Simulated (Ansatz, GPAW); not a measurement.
## Ir: programs and potentials compared

```xyz
1
Lattice="0.0000 1.9156 1.9156 1.9156 0.0000 1.9156 1.9156 1.9156 0.0000" Properties=species:S:1:pos:R:3 pbc="T T T"
Ir    0.0000    0.0000    0.0000
```

Alike in all runs: task single point; functional PBE; k mesh 12 × 12 × 12; occupations gaussian, width 0.024 eV; no spin polarisation; no spin-orbit coupling. Pressure is positive in compression and, in plane waves, holds the error of the finite cutoff, which Ansatz's Pulay term estimates and takes out.

| program and potentials | plane-wave cutoff (eV) | notes | band gap (eV) | pressure (GPa) |
| --- | --- | --- | --- | --- |
| Ansatz, Ansatz PAW | 420 | 17 valence electrons an atom on average | ? | ? |
| Ansatz, all-electron LAPW, scalar-relativistic | - | - | no gap | 11.04 |
| GPAW, GPAW PAW data sets (gpaw-data 1.2.1) | 600 | 15 valence electrons an atom on average | no gap | 9.81 |

Estimate from the other rows what the run with Ansatz, Ansatz PAW gave.

No band gap; pressure 11.11 GPa. Its pressure holds a Pulay term of +0.09 GPa. The other rows, which needn't bracket it: pressure 9.81 to 11.04.
